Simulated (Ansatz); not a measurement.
CuI (Marshite):

```
I Cu
1.0
     0.00000    3.03150    3.03150
     3.03150    0.00000    3.03150
     3.03150    3.03150    0.00000
I Cu
1 1
Cartesian
  0.0000 0.0000 0.0000
  4.5473 4.5473 4.5473
```

| Item | Value |
| --- | --- |
| Program | Ansatz 0.2.0 |
| Task | relaxation of cell and atoms |
| Functional | LDA |
| Potentials or basis | Ansatz PAW |
| Cutoff | 420 eV (not typed: the program's choice for these potentials) |
| k mesh | 8 × 8 × 8 |
| Occupations | fermi-dirac, width 0.05 eV |
| Spin | no spin polarisation |

At the start: volume 27.86 Å³/atom.

**Question.** Where does the relaxation end?

**Answer.** It ends after 5 steps and the volume is 25.18 Å³/atom (-9.6 %); space group F-43m (No. 216, to 0.05 Å).

Step by step:
| step | energy change (eV) | largest force (eV/Å) | volume (Å³) |
| --- | --- | --- | --- |
| 1 | 0.0000 | 0.0000 | 55.72 |
| 2 | -0.0837 | 0.0000 | 50.10 |
| 3 | -0.0838 | 0.0000 | 50.42 |
| 4 | -0.0838 | 0.0000 | 50.36 |
| 5 | -0.0821 | 0.0000 | 50.36 |

Final structure:
```
CELL_PARAMETERS angstrom
0.00000 2.93104 2.93104
2.93104 0.00000 2.93104
2.93104 2.93104 0.00000
ATOMIC_POSITIONS crystal
I 0.00000 0.00000 0.00000
Cu 0.75000 0.75000 0.75000
```

Caveat: the plane-wave basis is chosen anew once the cell has moved, so the energies of steps on either side of that aren't comparable; the PAW data sets come from PBE, with cores solved anew for the run's functional, which leaves a small shift of forces and pressure.
